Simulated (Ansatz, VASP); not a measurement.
## Two plane-wave programs on ZrB2

```xyz
3
Lattice="3.1355 0.0000 0.0000 -1.5678 2.7154 0.0000 0.0000 0.0000 3.4862" Properties=species:S:1:pos:R:3 pbc="T T T"
Zr    0.0000    0.0000    0.0000
B     0.0000    1.8103    1.7431
B     1.5678    0.9051    1.7431
```

Alike in both runs: functional LDA; k mesh 9 × 9 × 6; occupations gaussian, width 0.1 eV; no spin polarisation.

Ansatz relaxed the structure, and its values are those at the end. VASP's run is a single point on that final structure, the one shown.

|  | VASP | Ansatz |
| --- | --- | --- |
| version | VASP 6.6.1 | Ansatz 0.2.0 |
| potentials or method | VASP PAW LDA potentials, release 64 (Zr_sv, B) | scalar-relativistic, plane waves, PAW |
| plane-wave cutoff (eV) | 520 | 600 |
| valence electrons in the cell | 18 | 18 |

|  | VASP | Ansatz | Ansatz less VASP |
| --- | --- | --- | --- |
| gap on the k mesh at the Fermi level (eV) | none | none | - |
| pressure (GPa) | 0.3 | -0.2 | -0.46 |

A gap of «none» marks a metal or a gap that the smearing closes. Ansatz warned: «pseudo_functional_mismatch».
